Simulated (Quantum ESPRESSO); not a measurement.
MoS2 under changes of volume

One of the cells (50.735 Å³/atom); the others are scaled copies at fixed shape and fractional positions:

```
Mo S
1.0
     3.18413    0.00000    0.00000
    -1.59206    2.75753    0.00000
     0.00000    0.00000   17.33460
Mo S
1 2
Cartesian
  0.0000 0.0000 0.0000
  0.0000 1.8384 15.7833
  0.0000 1.8384 1.5513
```

```yaml
Program: Quantum ESPRESSO 7.5
Functional: LDA
Potentials_or_basis: GBRV 1.5 LDA
Cutoff: 612 eV
Density_cutoff: 4898 eV
k_mesh: 10 × 10 × 2
Occupations: fermi-dirac, width 0.05 eV
Spin: no spin polarisation
```

| volume (Å³/atom) | energy over the lowest point (meV/atom) | gap on the mesh (eV) |
| --- | --- | --- |
| 47.690 | 4.74 | 1.90 |
| 48.705 | 0.00 | 1.84 |
| 49.720 | 2.88 | 1.79 |
| 50.735 | ? | ? |
| 51.749 | 28.44 | 1.68 |
| 52.764 | 49.72 | 1.63 |
| 53.779 | 75.90 | 1.58 |

**Question.** What does the run at 50.735 Å³/atom give?

**Answer.** Energy over the lowest point 12.61 meV/atom; gap on the mesh 1.73 eV.

Worked out: A Birch-Murnaghan fit of order 3 (a polynomial in V^(-2/3)) to the other rows has its minimum at 48.81 Å³/atom with B0 = V·E''(V) = 57 GPa and B' = 4.4 at fixed shape and positions, which overstates the stiffness. It gives 12.62 meV/atom at 50.735 Å³/atom, against the run's 12.61. A straight line through the other rows of the gap, of slope -2.66 eV per unit of ln V, gives 1.73 eV, against the run's 1.73.

Energies are extrapolated to zero smearing.

A mesh can miss the band edges. Spin-orbit coupling on Mo is left out.
